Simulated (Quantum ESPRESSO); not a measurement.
# PtSe2: zone-centre phonons under several settings

```
CELL_PARAMETERS angstrom
3.72400 0.00000 0.00000
-1.86200 3.22508 0.00000
0.00000 0.00000 5.06200
ATOMIC_POSITIONS crystal
Pt 0.00000 0.00000 0.00000
Se 0.33333 0.66667 0.25000
Se 0.66667 0.33333 0.75000
```

All runs used Quantum ESPRESSO 7.5; k mesh 4 × 4 × 2, shifted; given cell, atoms relaxed; no spin polarisation; occupations fermi-dirac, width 0.05 eV.

```csv
level,potentials,cutoff (eV),pressure (GPa),lowest optical mode without the field (cm⁻¹),highest optical mode without the field (cm⁻¹)
PBE,GBRV 1.5 PBE,612,?,?,?
PBE,SSSP 1.3 efficiency PBE,748,4.1,155,216
PBE,SG15 PBE 1.2,952,4.2,156,217
```

Task: What stands in the row left open?

Result: Pressure 4.0 GPa; lowest optical mode without the field 155 cm⁻¹; highest optical mode without the field 216 cm⁻¹.

Caveats: all runs use coarse meshes; the mesh is thin for the phonons of a metal; the cell is more than 3 GPa from zero pressure, which shifts response properties.

For the row left open. Caveat: the k mesh is coarse (spacing up to 0.62 Å⁻¹), so the values aren't converged; the mesh is thin for the phonons of a metal; the cell is more than 3 GPa from zero pressure, which shifts response properties.

The runs don't all hold the same shells in valence.
